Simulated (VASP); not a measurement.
A run of VASP 6.6.1 is set up as follows.

The input INCAR:

```
  PREC = Accurate
  ENCUT = 520
  EDIFF = 1E-6
  ISMEAR = -1
  SIGMA = 0.05
  LREAL = False
  LASPH = True
  NELM = 100
  ALGO = Fast
  ISIF = 2
  LWAVE = False
  LCHARG = False
  GGA = B5
  ALDAX = 1.0
  AGGAX = 1.0
  AGGAC = 1.0
  ALDAC = 0.0
```

The input KPOINTS:

```
regular mesh
0
Gamma
  14 14 14
```

The input POSCAR:

```
B
1.0
    1.8852400000      0.0000000000      0.0000000000
    0.0000000000      1.8852400000      0.0000000000
    0.0000000000      0.0000000000      1.8852400000
B
1
Direct
    0.5000000000      0.5000000000      0.5000000000
```

File KPOINTS_OPT:

```
path GXMGRX,MR
20
line-mode
reciprocal
 0.0000000000  0.0000000000  0.0000000000  G
 0.0000000000  0.5000000000  0.0000000000  X

 0.0000000000  0.5000000000  0.0000000000  X
 0.5000000000  0.5000000000  0.0000000000  M

 0.5000000000  0.5000000000  0.0000000000  M
 0.0000000000  0.0000000000  0.0000000000  G

 0.0000000000  0.0000000000  0.0000000000  G
 0.5000000000  0.5000000000  0.5000000000  R

 0.5000000000  0.5000000000  0.5000000000  R
 0.0000000000  0.5000000000  0.0000000000  X

 0.5000000000  0.5000000000  0.0000000000  M
 0.5000000000  0.5000000000  0.5000000000  R
```

Potentials or basis: VASP PAW PBE potentials, release 64 (B).

Run with:

```console
$ cat potpaw_PBE.64/B/POTCAR > POTCAR
$ mpirun -np 1 vasp_std > vasp.out
```

(1) What does it give for the band gap along the path?

(2) Predict the pressure.

Answers

(1) none (metal or under the smearing width).

(2) 8.2 GPa.

Caveat: the PAW data sets were made with another functional, which shifts forces and pressure a little.
